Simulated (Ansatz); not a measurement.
The system is MgS.

```xyz
2
Lattice="0.0000 2.8331 2.8331 2.8331 0.0000 2.8331 2.8331 2.8331 0.0000" Properties=species:S:1:pos:R:3 pbc="T T T"
S     1.4166    1.4166    1.4166
Mg    0.0000    0.0000    0.0000
```

The cell comes from a database or a generator and needn't be the stable form of this composition.

Base run:

- Program: Ansatz 0.2.0
- Functional: PBEsol
- Potentials or basis: all-electron LAPW, scalar-relativistic
- Cutoff: 208 eV (chosen from the basis error)
- Basis error allowed: 0.001 eV/atom
- k mesh: 8 × 8 × 8
- Occupations: fermi-dirac, width 0.05 eV
- Spin: no spin polarisation

Its results: band gap on the k mesh 3.28 eV, direct; pressure -0.5 GPa.

**Question.** The run is repeated on the same cell with these changes: functional from PBEsol to LDA. What comes out?

**Answer.** Band gap on the k mesh 3.17 eV, direct; pressure -2.2 GPa.

LDA binds more tightly than PBEsol, so the same cell stands under less pressure.
